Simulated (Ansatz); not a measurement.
The system is HfN.

```
Hf N
1.0
     0.00000    2.25600    2.25600
     2.25600    0.00000    2.25600
     2.25600    2.25600    0.00000
Hf N
1 1
Direct
  0.00000 0.00000 0.00000
  0.50000 0.50000 0.50000
```

Program: Ansatz 0.2.0. Alike in all runs: potentials or basis Ansatz PAW; no spin polarisation; cell as given; smearing fermi-dirac 0.05 eV. Hardware: 2 threads of Intel(R) Xeon(R) Platinum 8488C (Sapphire Rapids), on a shared host.

Q: Order these runs on this cell by their wall time, lowest first.
A. task projected density of states; level r2SCAN0; k mesh 6 × 6 × 6; cutoff (eV) 500; mesh quality coarse
B. task band structure; level PBEsol+U; U Hf d U = 3 eV; k mesh 10 × 10 × 10; cutoff (eV) 420; points for each segment of the path 14; hubbard projectors ortho-atomic (the default); double counting fll (the default); mesh quality not flagged
C. task projected density of states; level LDA; k mesh 6 × 6 × 6; cutoff (eV) 420; mesh quality coarse

A: C (1 s), B (2.6 s), A (27 s).

Caveats: some runs use coarse meshes; spin-orbit coupling is left out, which moves the levels of the heavy elements (some runs); U without spin polarisation on a metal has little footing (some runs).

Runs at the PBE level aren't shown here.
